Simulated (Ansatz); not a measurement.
# A short bond in TaN

```
CELL_PARAMETERS angstrom
2.93800 0.00000 0.00000
-1.46900 2.54438 0.00000
0.00000 0.00000 2.88300
ATOMIC_POSITIONS crystal
Ta 0.33333 0.66667 0.50000
N 0.00000 0.00000 0.00000
```

The cell is entry 1538016 of the Crystallography Open Database, unrelaxed.

Its shortest bond, of 2.226 Å between atom 1 (Ta) and the nearest image of atom 2 (N), is scaled by moving both atoms along it, with the cell held. The force apart is half the difference of the two atoms' forces along the bond; it holds the pull and push of their other neighbours too.

Level of theory: DFT with PBE, scalar-relativistic, in Ansatz 0.2.0; a Γ-centred 9×9×8 k mesh, Fermi–Dirac smearing of 0.03 eV, no spin polarisation. LAPW: all electrons, basis error target 1 meV/atom; PAW: frozen-core files, cutoff 420 eV; norm-conserving: pseudopotentials, cutoff 1240 eV; PAW (cutoff 800 eV): frozen-core files, cutoff 800 eV.

Energies are extrapolated to zero smearing and count from the unscaled cell; pressure is positive in compression; gaps take the mesh and a band path. No temperature or zero-point motion is included.

Spin–orbit coupling is left out, which matters for the heavy atoms.

```
bond (Å)  force apart (eV/Å)  P LAPW (GPa)  ΔE LAPW (eV/atom)  P PAW − LAPW (GPa)  ΔE PAW − LAPW (meV/atom)  force PAW − LAPW (eV/Å)
   2.226                0.00          4.85              0.000               -0.17                       0.0                    0.000
   2.092                1.93          7.91              0.063               -0.11                       0.4                    0.014
   1.692               13.43          65.1              1.380                0.88                      12.7                    0.160
   1.558                   ?         108.6              2.510                1.64                      26.9                    0.288
   1.425                   ?         168.6              4.420                4.18                      61.4                    0.956
```

Task: Fill in "force apart (eV/Å)" for the row "1.558".

Result: 21.43.

Task: What belongs in the row "1.425", column "force apart (eV/Å)"?

Result: 37.13.

Task: At the last bond length, how far do norm-conserving and PAW (cutoff 800 eV) lie from LAPW in pressure and in the largest force component?

Result: norm-conserving: +2.79 GPa, 0.801 eV/Å; PAW (cutoff 800 eV): +4.11 GPa, 0.705 eV/Å, on a LAPW pressure of 168.6 GPa.

Task: How do the Löwdin populations by LAPW change from the unscaled cell to the last row, on the two atoms of the bond?

Result: Ta1 5s 1.96 → 1.92, Ta1 6s 0.53 → 0.60, Ta1 5p 5.99 → 5.89, Ta1 5d 3.78 → 4.16, N2 2s 1.50 → 1.44, N2 2p 4.19 → 3.90 electrons an atom. These are projections on the shells that the free atoms fill; 0.08 e a cell lies outside them at the start and 0.12 e at the end.
